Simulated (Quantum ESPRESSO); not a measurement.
Here is a Quantum ESPRESSO 7.5 calculation.

The input pw.in:

```
&CONTROL
  calculation = 'scf'
  prefix = 'pwscf'
  outdir = './tmp'
  pseudo_dir = './pseudo'
  tprnfor = .true.
  tstress = .true.
  disk_io = 'low'
/
&SYSTEM
  ibrav = 0
  nat = 2
  ntyp = 2
  ecutwfc = 88
  nbnd = 15
  occupations = 'smearing'
  smearing = 'fd'
  degauss = 0.00367493
/
&ELECTRONS
  conv_thr = 4d-10
  electron_maxstep = 120
  mixing_beta = 0.5
/
ATOMIC_SPECIES
Ga    69.7230 Ga_ONCV_PBE-1.2.upf
N     14.0070 N_ONCV_PBE-1.2.upf
CELL_PARAMETERS angstrom
   0.0000000000    2.2535006075    2.2535006075
   2.2535006075    0.0000000000    2.2535006075
   2.2535006075    2.2535006075    0.0000000000
ATOMIC_POSITIONS crystal
Ga     0.0000000000    0.0000000000    0.0000000000
N      0.2500000000    0.2500000000    0.2500000000
K_POINTS automatic
10 10 10 0 0 0
```

Contents of bands.in:

```
&CONTROL
  calculation = 'bands'
  prefix = 'pwscf'
  outdir = './tmp'
  pseudo_dir = './pseudo'
  disk_io = 'low'
  verbosity = 'high'
/
&SYSTEM
  ibrav = 0
  nat = 2
  ntyp = 2
  ecutwfc = 88
  nbnd = 15
  occupations = 'smearing'
  smearing = 'fd'
  degauss = 0.00367493
/
&ELECTRONS
  conv_thr = 1d-08
  electron_maxstep = 120
  mixing_beta = 0.5
  diago_full_acc = .true.
  startingwfc = 'random'
/
ATOMIC_SPECIES
Ga    69.7230 Ga_ONCV_PBE-1.2.upf
N     14.0070 N_ONCV_PBE-1.2.upf
CELL_PARAMETERS angstrom
   0.0000000000    2.2535006075    2.2535006075
   2.2535006075    0.0000000000    2.2535006075
   2.2535006075    2.2535006075    0.0000000000
ATOMIC_POSITIONS crystal
Ga     0.0000000000    0.0000000000    0.0000000000
N      0.2500000000    0.2500000000    0.2500000000
K_POINTS crystal
60
 0.0000000000  0.0000000000  0.0000000000 1
 0.0625000000  0.0000000000  0.0625000000 1
 0.1250000000  0.0000000000  0.1250000000 1
 0.1875000000  0.0000000000  0.1875000000 1
 0.2500000000  0.0000000000  0.2500000000 1
 0.3125000000  0.0000000000  0.3125000000 1
 0.3750000000  0.0000000000  0.3750000000 1
 0.4375000000  0.0000000000  0.4375000000 1
 0.5000000000  0.0000000000  0.5000000000 1
 0.5000000000  0.0625000000  0.5625000000 1
 0.5000000000  0.1250000000  0.6250000000 1
 0.5000000000  0.1875000000  0.6875000000 1
 0.5000000000  0.2500000000  0.7500000000 1
 0.4375000000  0.3125000000  0.7500000000 1
 0.3750000000  0.3750000000  0.7500000000 1
 0.3375000000  0.3375000000  0.6750000000 1
 0.3000000000  0.3000000000  0.6000000000 1
 0.2625000000  0.2625000000  0.5250000000 1
 0.2250000000  0.2250000000  0.4500000000 1
 0.1875000000  0.1875000000  0.3750000000 1
 0.1500000000  0.1500000000  0.3000000000 1
 0.1125000000  0.1125000000  0.2250000000 1
 0.0750000000  0.0750000000  0.1500000000 1
 0.0375000000  0.0375000000  0.0750000000 1
 0.0000000000  0.0000000000  0.0000000000 1
 0.0625000000  0.0625000000  0.0625000000 1
 0.1250000000  0.1250000000  0.1250000000 1
 0.1875000000  0.1875000000  0.1875000000 1
 0.2500000000  0.2500000000  0.2500000000 1
 0.3125000000  0.3125000000  0.3125000000 1
 0.3750000000  0.3750000000  0.3750000000 1
 0.4375000000  0.4375000000  0.4375000000 1
 0.5000000000  0.5000000000  0.5000000000 1
 0.5250000000  0.4500000000  0.5250000000 1
 0.5500000000  0.4000000000  0.5500000000 1
 0.5750000000  0.3500000000  0.5750000000 1
 0.6000000000  0.3000000000  0.6000000000 1
 0.6250000000  0.2500000000  0.6250000000 1
 0.5833333333  0.2500000000  0.6666666667 1
 0.5416666667  0.2500000000  0.7083333333 1
 0.5000000000  0.2500000000  0.7500000000 1
 0.5000000000  0.2857142857  0.7142857143 1
 0.5000000000  0.3214285714  0.6785714286 1
 0.5000000000  0.3571428571  0.6428571429 1
 0.5000000000  0.3928571429  0.6071428571 1
 0.5000000000  0.4285714286  0.5714285714 1
 0.5000000000  0.4642857143  0.5357142857 1
 0.5000000000  0.5000000000  0.5000000000 1
 0.4821428571  0.4821428571  0.5357142857 1
 0.4642857143  0.4642857143  0.5714285714 1
 0.4464285714  0.4464285714  0.6071428571 1
 0.4285714286  0.4285714286  0.6428571429 1
 0.4107142857  0.4107142857  0.6785714286 1
 0.3928571429  0.3928571429  0.7142857143 1
 0.3750000000  0.3750000000  0.7500000000 1
 0.6250000000  0.2500000000  0.6250000000 1
 0.5937500000  0.1875000000  0.5937500000 1
 0.5625000000  0.1250000000  0.5625000000 1
 0.5312500000  0.0625000000  0.5312500000 1
 0.5000000000  0.0000000000  0.5000000000 1
```

Potentials or basis: SG15 PBE 1.2.

Launch:

```sh
$ OMP_NUM_THREADS=1 pw.x -in pw.in > pw.out
$ OMP_NUM_THREADS=1 pw.x -in bands.in > bands.out
```

(1) What does it give for the pressure?

(2) Predict the band gap along the path.

(3) What does it give for the band gap on the k mesh?

Answers

(1) 5.4 GPa.

(2) 1.78 eV, direct.

(3) 1.78 eV, direct.

**What was measured.**

A printed reference work, textbook reports, for a bulk crystal of GaN at 0 K: band gap 3.299 eV (direct).

Measured gap of GaN: 3.299 eV (direct; 0 K; a printed reference work, textbook). This calculation gives 1.78 eV (-1.52 eV). Spin-orbit coupling on Ga is left out. The value is that of PBE, without temperature or zero-point motion. Semilocal functionals fall short of measured gaps as a rule. The cell is a database's relaxed one, not the measured one, which moves gaps too.
